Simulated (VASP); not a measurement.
# HC60N3 (a cell with a defect) in VASP: settings compared, part 2 of 2

VASP 6.6.1.

## 4. Single point, r2SCAN

Input file INCAR:

```
SYSTEM = HC60N3
PREC = Accurate ; ENCUT = 520
EDIFF = 1E-6 ; ISMEAR = 0
SIGMA = 0.03 ; LREAL = .False.
LASPH = .True. ; NELM = 80
ALGO = Normal ; ISIF = 2
LWAVE = .False. ; LCHARG = .False.
METAGGA = R2SCAN ; LMIXTAU = .True.
```

Input file KPOINTS:

```
Automatic mesh
0
Gamma
  2 2 2
  0 0 0
```

Input file POSCAR:

```
HC60N3
1.0
    7.1400000000      0.0000000000      0.0000000000
    0.0000000000      7.1400000000      0.0000000000
    0.0000000000      0.0000000000      7.1400000000
H C N
1 60 3
Direct
    0.5479784600      0.5479784600      0.5479784600
    0.6351474600      0.6351474600      0.6351474600
    0.5014860000      0.7507060000      0.7507060000
    0.7507060000      0.5014860000      0.7507060000
    0.7507060000      0.7507060000      0.5014860000
    0.4950870000      0.2505090000      0.7494590000
    0.4950870000      0.7494590000      0.2505090000
    0.2505090000      0.4950870000      0.7494590000
    0.7494590000      0.4950870000      0.2505090000
    0.2505090000      0.7494590000      0.4950870000
    0.7494590000      0.2505090000      0.4950870000
    0.6235760000      0.3759650000      0.8734240000
    0.6235760000      0.8734240000      0.3759650000
    0.3759650000      0.6235760000      0.8734240000
    0.8734240000      0.6235760000      0.3759650000
    0.3759650000      0.8734240000      0.6235760000
    0.8734240000      0.3759650000      0.6235760000
    0.5050870000      0.2510410000      0.2510410000
    0.2510410000      0.5050870000      0.2510410000
    0.2510410000      0.2510410000      0.5050870000
    0.1273950000      0.6227350000      0.6227350000
    0.6227350000      0.1273950000      0.6227350000
    0.6227350000      0.6227350000      0.1273950000
    0.9999620000      0.4999560000      0.4999560000
    0.4999560000      0.9999620000      0.4999560000
    0.4999560000      0.4999560000      0.9999620000
    0.1278200000      0.3773090000      0.3773090000
    0.3773090000      0.1278200000      0.3773090000
    0.3773090000      0.3773090000      0.1278200000
    0.6239330000      0.8758650000      0.8758650000
    0.8758650000      0.6239330000      0.8758650000
    0.8758650000      0.8758650000      0.6239330000
    0.0011195000      0.7494200000      0.7494200000
    0.7494200000      0.0011195000      0.7494200000
    0.7494200000      0.7494200000      0.0011195000
    0.1237350000      0.3750450000      0.8761320000
    0.1237350000      0.8761320000      0.3750450000
    0.3750450000      0.1237350000      0.8761320000
    0.8761320000      0.1237350000      0.3750450000
    0.3750450000      0.8761320000      0.1237350000
    0.8761320000      0.3750450000      0.1237350000
    0.9987500000      0.2495250000      0.7493430000
    0.9987500000      0.7493430000      0.2495250000
    0.2495250000      0.9987500000      0.7493430000
    0.7493430000      0.9987500000      0.2495250000
    0.2495250000      0.7493430000      0.9987500000
    0.7493430000      0.2495250000      0.9987500000
    0.1237820000      0.1237820000      0.6246850000
    0.1237820000      0.6246850000      0.1237820000
    0.6246850000      0.1237820000      0.1237820000
    0.0017403000      0.2503660000      0.2503660000
    0.2503660000      0.0017403000      0.2503660000
    0.2503660000      0.2503660000      0.0017403000
    0.1249420000      0.8743930000      0.8743930000
    0.8743930000      0.1249420000      0.8743930000
    0.8743930000      0.8743930000      0.1249420000
    0.9999680000      0.9999680000      0.4998950000
    0.9999680000      0.4998950000      0.9999680000
    0.4998950000      0.9999680000      0.9999680000
    0.1254050000      0.1254050000      0.1254050000
    0.9997840000      0.9997840000      0.9997840000
    0.6351560000      0.3648080000      0.3648080000
    0.3648080000      0.6351560000      0.3648080000
    0.3648080000      0.3648080000      0.6351560000
```

Potentials or basis: VASP PAW PBE potentials, release 64 (H, C, N).

Run with:

```sh
> cat potpaw_PBE.64/H/POTCAR potpaw_PBE.64/C/POTCAR potpaw_PBE.64/N/POTCAR > POTCAR
> mpirun -np 1 vasp_std > vasp.out
```

Run time: 16 min. Hardware: 1 thread of Intel Xeon 6975P-C (Granite Rapids), shared host; peak memory 0.49 GiB.

The run converged. Its results:

```
Free energy            : -617.3159 eV
Pressure               : -2.7 GPa
Largest force          : 1.575 eV/Å
Band gap on the k mesh : 3.95 eV, indirect (least direct gap 4.01 eV)
```

Forces in eV/Å, atoms in the order of the input:
```
H    0.095  0.095  0.095
C   -0.909 -0.909 -0.909
C    0.116  0.261  0.261
C    0.261  0.116  0.261
C    0.261  0.261  0.116
C   -0.004 -0.019  0.016
C   -0.004  0.016 -0.019
C   -0.019 -0.004  0.016
C    0.016 -0.004 -0.019
C   -0.019  0.016 -0.004
C    0.016 -0.019 -0.004
C   -0.042  0.037 -0.022
C   -0.042 -0.022  0.037
C    0.037 -0.042 -0.022
C   -0.022 -0.042  0.037
C    0.037 -0.022 -0.042
C   -0.022  0.037 -0.042
C   -0.004 -0.017 -0.017
C   -0.017 -0.004 -0.017
C   -0.017 -0.017 -0.004
C    0.004 -0.022 -0.022
C   -0.022  0.004 -0.022
C   -0.022 -0.022  0.004
C    0.012 -0.002 -0.002
C   -0.002  0.012 -0.002
C   -0.002 -0.002  0.012
C    0.002  0.022  0.022
C    0.022  0.002  0.022
C    0.022  0.022  0.002
C   -0.107  0.106  0.106
C    0.106 -0.107  0.106
C    0.106  0.106 -0.107
C   -0.003  0.008  0.008
C    0.008 -0.003  0.008
C    0.008  0.008 -0.003
C    0.007  0.024 -0.007
C    0.007 -0.007  0.024
C    0.024  0.007 -0.007
C   -0.007  0.007  0.024
C    0.024 -0.007  0.007
C   -0.007  0.024  0.007
C   -0.004 -0.009  0.015
C   -0.004  0.015 -0.009
C   -0.009 -0.004  0.015
C    0.015 -0.004 -0.009
C   -0.009  0.015 -0.004
C    0.015 -0.009 -0.004
C    0.014  0.014 -0.025
C    0.014 -0.025  0.014
C   -0.025  0.014  0.014
C   -0.006 -0.020 -0.020
C   -0.020 -0.006 -0.020
C   -0.020 -0.020 -0.006
C    0.001 -0.005 -0.005
C   -0.005  0.001 -0.005
C   -0.005 -0.005  0.001
C    0.016  0.016  0.024
C    0.016  0.024  0.016
C    0.024  0.016  0.016
C    0.005  0.005  0.005
C    0.001  0.001  0.001
N   -0.007  0.047  0.047
N    0.047 -0.007  0.047
N    0.047  0.047 -0.007
```

Stress tensor (GPa, compression positive):
```
-2.67 -0.68 -0.68
-0.68 -2.67 -0.68
-0.68 -0.68 -2.67
```

Levels at points of the mesh, in eV from the valence-band top:
| k point | band 125 | band 126 | band 127 | band 128 | band 129 | band 130 | band 131 | band 132 |
| --- | --- | --- | --- | --- | --- | --- | --- | --- |
| (0.00, 0.00, 0.00) | -1.59 | -0.28 | 0.00 | 0.00 | 4.01 | 4.17 | 4.17 | 4.40 |
| (0.50, 0.00, 0.00) | -1.83 | -1.16 | -0.78 | -0.65 | 3.95 | 4.07 | 4.95 | 5.37 |
| (0.50, 0.50, 0.00) | -1.30 | -1.20 | -0.51 | -0.35 | 5.36 | 5.39 | 5.61 | 5.86 |
| (0.50, 0.50, 0.50) | -2.14 | -0.91 | -0.50 | -0.50 | 5.27 | 5.27 | 5.45 | 5.81 |

Caveat: the k mesh is coarse (spacing up to 0.44 Å⁻¹), so the values aren't converged; the PAW data sets were made with another functional, which shifts forces and pressure a little.

## 5. Overview

| level | potentials or basis | gap on the mesh (eV) | pressure (GPa) | largest force (eV/Å) |
| --- | --- | --- | --- | --- |
| PBE | VASP PAW PBE potentials, release 64 (H, C, N) | 3.69 | 1.2 | 1.23 |
| LDA | VASP PAW LDA potentials, release 64 (H, C, N) | 3.64 | -12.8 | 0.68 |
| r2SCAN | VASP PAW PBE potentials, release 64 (H, C, N) | 3.95 | -2.7 | 1.58 |

Alike in all rows: task single point; no spin polarisation; cell as given; k mesh 2 × 2 × 2; cutoff (eV) 520; smearing gaussian 0.03 eV; the mesh is coarse, so values aren't converged.

Caveats: all runs use coarse meshes; the PAW data sets were made with another functional, which shifts forces and pressure a little (some runs).

Absolute energies hang on the potentials; compare differences alone.
